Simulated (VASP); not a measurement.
Input of a VASP 6.6.1 run:

The input POSCAR:

```
GaAs
1.0
    0.0000000000      2.8268500000      2.8268500000
    2.8268500000      0.0000000000      2.8268500000
    2.8268500000      2.8268500000      0.0000000000
As Ga
1 1
Direct
    0.7500000000      0.7500000000      0.7500000000
    0.0000000000      0.0000000000      0.0000000000
```

File INCAR.step1:

```
SYSTEM = GaAs
PREC     = Accurate       ! precision mode
ENCUT    = 600            ! plane-wave cutoff, eV
EDIFF    = 1E-8           ! SCF threshold, eV
ISMEAR   = -1             ! smearing method
SIGMA    = 0.05           ! smearing width, eV
LREAL    = .False.        ! projectors in reciprocal space
LASPH    = .True.         ! aspherical terms in the spheres
NELM     = 100            ! most SCF steps
ALGO     = Normal         ! electronic algorithm
ISIF     = 3              ! what is computed and relaxed
LWAVE    = .False.        ! write WAVECAR
LCHARG   = .False.        ! write CHGCAR
GGA      = PE             ! functional
IBRION   = 2              ! ionic algorithm
NSW      = 40             ! ionic steps
EDIFFG   = -0.002         ! ionic threshold
```

File INCAR.step2:

```
SYSTEM = GaAs
PREC     = Accurate       ! precision mode
ENCUT    = 600            ! plane-wave cutoff, eV
EDIFF    = 1E-8           ! SCF threshold, eV
ISMEAR   = -1             ! smearing method
SIGMA    = 0.05           ! smearing width, eV
LREAL    = .False.        ! projectors in reciprocal space
LASPH    = .True.         ! aspherical terms in the spheres
NELM     = 100            ! most SCF steps
ALGO     = Normal         ! electronic algorithm
ISIF     = 2              ! what is computed and relaxed
LWAVE    = .False.        ! write WAVECAR
LCHARG   = .False.        ! write CHGCAR
GGA      = PE             ! functional
IBRION   = 8              ! ionic algorithm
NSW      = 1              ! ionic steps
```

The input KPOINTS:

```
Automatic mesh
0
Gamma
  6 6 6
  0 0 0
```

Potentials or basis: VASP PAW PBE potentials, release 64 (As, Ga_d).

Run with:

```bash
$ cat potpaw_PBE.64/As/POTCAR potpaw_PBE.64/Ga_d/POTCAR > POTCAR
$ cp INCAR.step1 INCAR
$ mpirun -np 1 vasp_std > vasp.out
$ cp CONTCAR POSCAR
$ cp INCAR.step2 INCAR
$ mpirun -np 1 vasp_std > vasp.out
```

Problem. Predict the highest phonon frequency at Γ, LO-TO splitting left out.

Solution. 248 cm⁻¹.

Problem. What does it give for the space group after relaxing (to 0.05 Å)?

Solution. F-43m (No. 216).

Problem. What does it give for the relaxed cell?

Solution. a = 4.066 Å, b = 4.066 Å, c = 4.066 Å, α = 60.00°, β = 60.00°, γ = 60.00°.

Problem. Predict the relaxed volume.

Solution. 23.77 Å³/atom.

Final structure:
```yaml
crystal:
  lattice:
    - [0.00000, 2.87543, 2.87543]
    - [2.87543, 0.00000, 2.87543]
    - [2.87543, 2.87543, 0.00000]
  atoms:
    - { symbol: As, position: [0.75000, 0.75000, 0.75000] }
    - { symbol: Ga, position: [0.00000, 0.00000, 0.00000] }
```
